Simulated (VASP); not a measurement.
# Ge (Cmmm) in VASP: a series of runs

One crystal, Ge, is run at these levels: PBE, HSE(alpha, omega); tasks: single point.

Everything below comes from runs of VASP 6.6.1. Logs are shortened: lines on timing, memory, paths and dates and some standing lists are left out, and cuts for length are marked.

## (1) The structure

Symmetry: Cmmm, No. 65, orthorhombic system. The conventional cell has a = 2.794 Å, b = 5.201 Å, c = 2.698 Å, α = 90.00°, β = 90.00°, γ = 90.00°. Ge (site symmetry mmm) has 8 Ge at 2.70 to 2.95 Å as nearest neighbours.

This isn't the form of Ge at room conditions, which is diamond.

## (2) Single point, PBE

File INCAR:

```
PREC = Accurate ; ENCUT = 550
EDIFF = 1E-5 ; ISMEAR = 0
SIGMA = 0.05 ; LREAL = F
LASPH = T ; NELM = 100
ALGO = Normal ; ISIF = 2
LWAVE = F ; LCHARG = F
GGA = PE ; NBANDS = 13
ADDGRID = F
```

File KPOINTS:

```
Automatic mesh
0
Gamma
  11 11 10
```

File POSCAR:

```
Ge
1.0
    1.4161900000     -2.6475770000      0.0134350000
    1.3961930000      2.6368340000      0.0183540000
    0.0306960000      0.0025520000      2.6389690000
Ge
1
Direct
    0.4852650000      0.4800630000      0.0156560000
```

Potentials or basis: VASP PAW PBE potentials, release 64 (Ge_d).

Command:

```sh
$ cat potpaw_PBE.64/Ge_d/POTCAR > POTCAR
$ mpirun -np 1 vasp_std > vasp.out
```

OUTCAR:

```text
PREC = Accurate
   ENCUT = 550
   EDIFF = 1E-5
   ISMEAR = 0
   LREAL = F
   LASPH = T
   NELM = 100
   ISIF = 2
   GGA = PE

 Found    606 irreducible k-points:

 Following reciprocal coordinates:
            Coordinates               Weight
  0.000000  0.000000  0.000000      1.000000
  0.090909 -0.000000  0.000000      2.000000
  0.181818 -0.000000 -0.000000      2.000000
  0.272727 -0.000000  0.000000      2.000000
  0.363636 -0.000000 -0.000000      2.000000
  0.454545 -0.000000  0.000000      2.000000
   k-points           NKPTS =    606   k-points in BZ     NKDIM =    606   number of bands    NBANDS=     13
   number of dos      NEDOS =    301   number of ions     NIONS =      1
   total plane-waves  NPLWV =  11520
   dimension x,y,z NGX =    24 NGY =   24 NGZ =   20
   dimension x,y,z NGXF=    48 NGYF=   48 NGZF=   40
   ions per type =               1
   NGX,Y,Z   is equivalent  to a cutoff of  13.29, 13.37, 12.60 a.u.
   NGXF,Y,Z  is equivalent  to a cutoff of  26.58, 26.74, 25.20 a.u.
 SYSTEM =  unknown system
   PREC   = accura    normal or accurate (medium, high low for compatibility)
   ISTART =      0    job   : 0-new  1-cont  2-samecut
   ICHARG =      2    charge: 1-file 2-atom 10-const
   ISPIN  =      1    spin polarized calculation?
   LNONCOLLINEAR =      F non collinear calculations
   LSORBIT =      F    spin-orbit coupling
   LASPH  =      T    aspherical Exc in radial PAW
   ENCUT  =  550.0 eV  40.42 Ry    6.36 a.u.   5.74  5.71  5.05*2*pi/ulx,y,z
   NELM   =    100;   NELMIN=  2; NELMDL= -5     # of ELM steps
   EDIFF  = 0.1E-04   stopping-criterion for ELM
   LREAL  =      F    real-space projection
   EDIFFG = 0.1E-03   stopping-criterion for IOM
   NSW    =      0    number of steps for IOM
   IBRION =     -1    ionic relax: 0-MD 1-quasi-New 2-CG
   NFREE  =      0    steps in history (QN), initial steepest desc. (CG)
   ISIF   =      2    stress and relaxation
   ISYM   =      2    0-nonsym 1-usesym 2-fastsym
   POTIM  = 0.5000    time-step for ionic-motion
   TEBEG  =    0.0;   TEEND  =   0.0 temperature during run
   PSTRESS=    0.0 pullay stress
   NELECT =      14.0000    total number of electrons
   NUPDOWN=      -1.0000    fix difference up-down
   EMIN   =  10.00;   EMAX   =-10.00  energy-range for DOS
   EFERMI =   0.00;   METHOD = LEGACY
   ISMEAR =     0;   SIGMA  =   0.05  broadening in eV -4-tet -1-fermi 0-gaus
   EFERMI_NEDOS =   21; number of points for ismear=-14 and -15
   IALGO  =     38    algorithm
   IMIX   =      4    mixing-type and parameters
     AMIX     =   0.40;   BMIX     =  1.00
     AMIX_MAG =   1.60;   BMIX_MAG =  1.00
  volume/ion in A,a.u.               =      19.61       132.31
  Fermi-wavevector in a.u.,A,eV,Ry     =   1.463234  2.765111 29.130789  2.141053
  Thomas-Fermi vector in A             =   2.579353
   LORBIT       =      0    0 simple, 1 ext, 2 COOP (PROOUT), +10 PAW based schemes
   GGA     = PE    functional components
   LHFCALC =     F    Hartree Fock is set to
   AEXX    =    0.0000 exact exchange contribution
   IVDW    =     0    specifies the selected vdW correction
   LEPSILON=     F    determine dielectric tensor
   LRPA    =     F    only Hartree local field effects (RPA)
 non-spin polarized calculation
 Gauss-broadening in eV      SIGMA  =   0.05
  energy-cutoff  :      550.00
  volume of cell :       19.61
 maximum number of plane-waves:       586
   NGX = 11   NGY = 11   NGZ = 11

 number of electron      14.0000002 magnetization

 Free energy of the ion-electron system (eV)
  ---------------------------------------------------
  ext. energy  EPLUGINS =         0.00000000
  ---------------------------------------------------
  free energy    TOTEN  =        -4.25344465 eV

  energy without entropy =       -4.25287538  energy(sigma->0) =       -4.25316002

 E-fermi :   6.2045     XC(G=0): -11.0379

 val. band max:        6.2020563729   @ k =  -0.0909   0.4545   0.4000
 cond. band min:       6.2130864576   @ k =  -0.0000   0.2727   0.3000
 fundamental gap:      0.0110300847
 Fermi energy:         6.2044534410

 k-point     1 :       0.0000    0.0000    0.0000
  band No.  band energies     occupation
      1     -18.5464      2.00000
      2     -18.4746      2.00000
      3     -18.4219      2.00000
      4     -18.3145      2.00000
      5     -18.2919      2.00000
      6      -6.6490      2.00000
      7      12.7482      0.00000
      8      13.7488      0.00000
      9      14.4257      0.00000
     10      16.7241      0.00000
     11      18.3613      0.00000
     12      20.7672      0.00000
     13      21.0454      0.00000

 k-point     2 :       0.0909   -0.0000    0.0000
  band No.  band energies     occupation
      1     -18.5415      2.00000
      2     -18.4664      2.00000
      3     -18.4228      2.00000
      4     -18.3156      2.00000
      5     -18.2954      2.00000
      6      -6.4542      2.00000
      7      11.9536      0.00000
      8      12.8810      0.00000
      9      13.9444      0.00000
     10      17.1472      0.00000
     11      18.3672      0.00000
     12      19.5794      0.00000
     13      22.1107      0.00000

 k-point     3 :       0.1818   -0.0000   -0.0000
  band No.  band energies     occupation
      1     -18.5304      2.00000
      2     -18.4500      2.00000
      3     -18.4180      2.00000
      4     -18.3190      2.00000
      5     -18.3040      2.00000
      6      -5.8709      2.00000
      7       9.3102      0.00000
      8      11.4597      0.00000
      9      14.4888      0.00000
     10      16.0622      0.00000
     11      18.6272      0.00000
     12      21.2666      0.00000
     13      24.7165      0.00000

 k-point     4 :       0.2727   -0.0000    0.0000
  band No.  band energies     occupation
      1     -18.5205      2.00000
      2     -18.4453      2.00000
      3     -18.3908      2.00000
      4     -18.3263      2.00000
      5     -18.3125      2.00000
      6      -4.9073      2.00000
      7       6.2834      0.02548
      8      10.4772      0.00000
      9      14.7716      0.00000
     10      15.3488      0.00000
     11      19.5946      0.00000
     12      23.7729      0.00000
     13      27.3694      0.00000

 k-point     5 :       0.3636   -0.0000   -0.0000
  band No.  band energies     occupation
      1     -18.5169      2.00000
      2     -18.4432      2.00000
      3     -18.3587      2.00000
      4     -18.3359      2.00000
      5     -18.3171      2.00000
      6      -3.5997      2.00000
      7       3.5124      2.00000
      8       9.7887      0.00000
      9      13.9052      0.00000
     10      16.3947      0.00000
     11      20.8779      0.00000
     12      25.3827      0.00000
     13      26.1492      0.00000

 k-point     6 :       0.4545   -0.0000    0.0000
  band No.  band energies     occupation
      1     -18.5174      2.00000
      2     -18.4404      2.00000
      3     -18.3444      2.00000
      4     -18.3368      2.00000
      5     -18.3188      2.00000
      6      -2.1733      2.00000
      7       1.3368      2.00000
      8       9.4341      0.00000
      9      13.4750      0.00000
     10      17.2656      0.00000
     11      22.4538      0.00000
     12      23.8694      0.00000
     13      24.6389      0.00000

 [... further k-points ...]

------------------------ aborting loop because EDIFF is reached ----------------------------------------

  FORCE on cell =-STRESS in cart. coord.  units (eV):
  Direction    XX          YY          ZZ          XY          YZ          ZX
  --------------------------------------------------------------------------------------
  -------------------------------------------------------------------------------------
  Total       -0.3271457     -0.5845435      0.5361981     -0.0018781     -0.0065498     -0.0586809
  in kB      -26.7325428    -47.7656694     43.8151499     -0.1534709     -0.5352134     -4.7950812
  external PRESSURE =     -10.2276874 kB  Pullay stress =       0.0000000 kB

 VOLUME and BASIS-vectors are now :
 -----------------------------------------------------------------------------
  energy-cutoff  :      550.00
  volume of cell :       19.61
      direct lattice vectors                 reciprocal lattice vectors
     1.416190000 -2.647577000  0.013435000     0.354897238 -0.187889191 -0.003946402
     1.396193000  2.636834000  0.018354000     0.356347309  0.190588350 -0.004329273
     0.030696000  0.002552000  2.638969000    -0.004285175 -0.000368995  0.378986066

 POSITION                                       TOTAL-FORCE (eV/Angst)
 -----------------------------------------------------------------------------------
      1.35797     -0.01889      0.05665         0.000000      0.000000      0.000000
 -----------------------------------------------------------------------------------
    total drift:                                0.000044     -0.000158     -0.000110

  FREE ENERGIE OF THE ION-ELECTRON SYSTEM (eV)
  ---------------------------------------------------
  free  energy   TOTEN  =        -4.2534446545 eV

  energy  without entropy=       -4.2528753765  energy(sigma->0) =       -4.25316002
```

Run time: 26 s. Hardware: 1 thread of Intel Xeon 6975P-C (Granite Rapids), shared host; peak memory 0.26 GiB.

The run converged, but some of its settings lie outside the range that counts as converged, so its numbers aren't taken as properties of the crystal.

Results:

| Quantity | Value |
| --- | --- |
| Free energy | -4.2534 eV |
| Pressure | -1.0 GPa |
| Band gap on the k mesh | none (metal or under the smearing width) |

## (3) Single point, PBE

This run uses another cell than the first one, of the same volume but with other edges.

File INCAR:

```
PREC = Accurate ; ENCUT = 450
EDIFF = 1E-7 ; ISMEAR = 0
SIGMA = 0.05 ; LREAL = F
LASPH = T ; NELM = 100
ALGO = Normal ; ISIF = 2
LWAVE = F ; LCHARG = F
GGA = PE ; NBANDS = 13
ADDGRID = F
```

File KPOINTS:

```
Automatic mesh
0
Gamma
  13 13 12
```

File POSCAR:

```
Ge
1.0
    1.3971490000     -2.6005160000      0.0000000000
    1.3971490000      2.6005160000      0.0000000000
    0.0000000000      0.0000000000      2.6982310000
Ge
1
Direct
    0.5000000000      0.5000000000      0.0000000000
```

Potentials or basis: VASP PAW PBE potentials, release 64 (Ge_d).

Command:

```sh
$ cat potpaw_PBE.64/Ge_d/POTCAR > POTCAR
$ mpirun -np 1 vasp_std > vasp.out
```

It took 19 s on 1 thread of Intel Xeon 6975P-C (Granite Rapids), shared host; peak memory 0.17 GiB.

These settings aren't checked as converged: the numbers below hold their error.

What came out:

```yaml
Free_energy: -4.2677 eV
Pressure: -0.8 GPa
Band_gap_on_the_k_mesh: none (metal or under the smearing width)
```

## (4) Single point, PBE

INCAR is that of step 3.

KPOINTS is that of step 3.

File POSCAR:

```
Ge
1.0
    1.4161900000     -2.6475770000      0.0134350000
    1.3961930000      2.6368340000      0.0183540000
    0.0306960000      0.0025520000      2.6389690000
Ge
1
Direct
    0.4852650000      0.4800630000      0.0156560000
```

Potentials or basis: VASP PAW PBE potentials, release 64 (Ge_d).

Command:

```sh
$ cat potpaw_PBE.64/Ge_d/POTCAR > POTCAR
$ mpirun -np 1 vasp_std > vasp.out
```

OUTCAR:

```text
PREC = Accurate
   ENCUT = 450
   EDIFF = 1E-7
   ISMEAR = 0
   LREAL = F
   LASPH = T
   NELM = 100
   ISIF = 2
   GGA = PE

 Found   1015 irreducible k-points:

 Following reciprocal coordinates:
            Coordinates               Weight
  0.000000  0.000000  0.000000      1.000000
  0.076923 -0.000000  0.000000      2.000000
  0.153846 -0.000000  0.000000      2.000000
  0.230769 -0.000000  0.000000      2.000000
  0.307692 -0.000000  0.000000      2.000000
  0.384615 -0.000000  0.000000      2.000000
[... 172 lines left out ...]

------------------------ aborting loop because EDIFF is reached ----------------------------------------

  FORCE on cell =-STRESS in cart. coord.  units (eV):
  Direction    XX          YY          ZZ          XY          YZ          ZX
  --------------------------------------------------------------------------------------
  -------------------------------------------------------------------------------------
  Total        0.0667177     -0.5580639      0.2975257     -0.0011746     -0.0164351     -0.1467787
  in kB        5.4518046    -45.6019080     24.3121568     -0.0959804     -1.3429836    -11.9939496
  external PRESSURE =      -5.2793155 kB  Pullay stress =       0.0000000 kB

 VOLUME and BASIS-vectors are now :
 -----------------------------------------------------------------------------
  energy-cutoff  :      450.00
  volume of cell :       19.61
      direct lattice vectors                 reciprocal lattice vectors
     1.416190000 -2.647577000  0.013435000     0.354897238 -0.187889191 -0.003946402
     1.396193000  2.636834000  0.018354000     0.356347309  0.190588350 -0.004329273
     0.030696000  0.002552000  2.638969000    -0.004285175 -0.000368995  0.378986066

 POSITION                                       TOTAL-FORCE (eV/Angst)
 -----------------------------------------------------------------------------------
      1.35797     -0.01889      0.05665         0.000000     -0.000000      0.000000
 -----------------------------------------------------------------------------------
    total drift:                                0.000054     -0.000164      0.000188

  FREE ENERGIE OF THE ION-ELECTRON SYSTEM (eV)
  ---------------------------------------------------
  free  energy   TOTEN  =        -4.2587556053 eV

  energy  without entropy=       -4.2583590606  energy(sigma->0) =       -4.25855733
```

stdout:

```text
POSCAR found type information on POSCAR Ge
 POSCAR found :  1 types and       1 ions
 scaLAPACK will be used
 LDA part: xc-table for (Slater+PW92), standard interpolation
 POSCAR, INCAR and KPOINTS ok, starting setup
 FFT: planning ... GRIDC
 FFT: planning ... GRID_SOFT
 FFT: planning ... GRID
 WAVECAR not read
 entering main loop
```

It took 47 s on 1 thread of Intel Xeon 6975P-C (Granite Rapids), shared host; peak memory 0.29 GiB.

The run converged, but some of its settings lie outside the range that counts as converged, so its numbers aren't taken as properties of the crystal.

What came out:

```
Free energy            : -4.2588 eV
Pressure               : -0.5 GPa
Band gap on the k mesh : none (metal or under the smearing width)
```

## (5) Single point, HSE(alpha, omega)

File POSCAR:

```
Ge
1.0
    1.3971490000     -2.6005160000      0.0000000000
    1.3971490000      2.6005160000      0.0000000000
    0.0000000000      0.0000000000      2.6982310000
Ge
1
Direct
    0.5000000000      0.5000000000      0.0000000000
```

File INCAR.step1:

```
PREC = Accurate
ENCUT = 520
EDIFF = 1E-5
ISMEAR = -1
SIGMA = 0.05
LREAL = False
LASPH = True
NELM = 60
ALGO = Normal
ISIF = 2
LWAVE = True
GGA = PE
```

File INCAR.step2:

```
PREC = Accurate
ENCUT = 520
EDIFF = 1E-6
ISMEAR = -1
SIGMA = 0.05
LREAL = False
LASPH = True
NELM = 60
ALGO = Normal
ISIF = 2
LWAVE = False
LCHARG = False
GGA = PE
LHFCALC = True
HFSCREEN = 0.1
AEXX = 0.25
PRECFOCK = Fast
ISTART = 1
```

File KPOINTS:

```
regular mesh
0
Gamma
  6 6 5
```

Potentials or basis: VASP PAW PBE potentials, release 64 (Ge_d).

Command:

```sh
$ cat potpaw_PBE.64/Ge_d/POTCAR > POTCAR
$ cp INCAR.step1 INCAR
$ mpirun -np 1 vasp_std > vasp.out
$ cp INCAR.step2 INCAR
$ mpirun -np 1 vasp_std > vasp.out
```

OUTCAR:

```text
PREC = Accurate
   ENCUT = 520
   EDIFF = 1E-6
   ISMEAR = -1
   LREAL = False
   LASPH = True
   NELM = 60
   ISIF = 2
   GGA = PE
   LHFCALC = True
   HFSCREEN = 0.1
   AEXX = 0.25
   PRECFOCK = Fast
   ISTART = 1

 ion  position               nearest neighbor table
   1  0.500  0.500  0.000-

  LATTYP: Found a base centered orthorhombic cell.
 ALAT       =     2.7942980000
[... 528 lines left out ...]
      8       8.5112      0.00000
      9      11.6474      0.00000
     10      17.5156      0.00000
     11      22.0475      0.00000

 [... further k-points ...]

------------------------ aborting loop because EDIFF is reached ----------------------------------------

  FORCE on cell =-STRESS in cart. coord.  units (eV):
  Direction    XX          YY          ZZ          XY          YZ          ZX
  --------------------------------------------------------------------------------------
  -------------------------------------------------------------------------------------
  Total        0.4610182     -1.3657355      0.6073428      0.0000000      0.0000000      0.0000000
  in kB       37.6718800   -111.6004108     49.6287240      0.0000000      0.0000000      0.0000000
  external PRESSURE =      -8.0999356 kB  Pullay stress =       0.0000000 kB

 VOLUME and BASIS-vectors are now :
 -----------------------------------------------------------------------------
  energy-cutoff  :      520.00
  volume of cell :       19.61
      direct lattice vectors                 reciprocal lattice vectors
     1.397149000 -2.600516000  0.000000000     0.357871637 -0.192269534  0.000000000
     1.397149000  2.600516000  0.000000000     0.357871637  0.192269534  0.000000000
     0.000000000  0.000000000  2.698231000     0.000000000  0.000000000  0.370613191

 POSITION                                       TOTAL-FORCE (eV/Angst)
 -----------------------------------------------------------------------------------
      1.39715      0.00000      0.00000         0.000000      0.000000      0.000000
 -----------------------------------------------------------------------------------
    total drift:                                0.000000     -0.000000     -0.000000

  FREE ENERGIE OF THE ION-ELECTRON SYSTEM (eV)
  ---------------------------------------------------
  free  energy   TOTEN  =        -5.2098520931 eV

  energy  without entropy=       -5.2079567756  energy(sigma->0) =       -5.20890443
```

It took 13 min on 1 thread of Intel Xeon Platinum 8259CL at 2.50GHz (Skylake/Cascade Lake), shared host; peak memory 0.24 GiB.

What came out:

| Property | Result |
| --- | --- |
| Free energy | -5.2099 eV |
| Pressure | -0.8 GPa |
| Band gap on the k mesh | none (metal or under the smearing width) |

Levels at points of the mesh, in eV from the Fermi level:
| k point | band 3 | band 4 | band 5 | band 6 | band 7 | band 8 | band 9 | band 10 | band 11 |
| --- | --- | --- | --- | --- | --- | --- | --- | --- | --- |
| (0.00, 0.00, 0.00) | -28.27 | -28.16 | -28.13 | -14.70 | 7.68 | 8.27 | 9.86 | 11.03 | 13.49 |
| (0.50, 0.00, 0.00) | -28.19 | -28.18 | -28.16 | -8.95 | -6.28 | 4.23 | 8.20 | 11.85 | 17.53 |
| (0.50, 0.50, 0.00) | -28.20 | -28.19 | -28.14 | -9.90 | -6.48 | 6.12 | 9.95 | 11.15 | 16.97 |

Caveat: the k mesh is coarse (spacing up to 0.47 Å⁻¹), so the values aren't converged, least of all with exact exchange; the PAW data sets were made with another functional, which shifts forces and pressure a little.

(Part 1 of 2 ends here.)
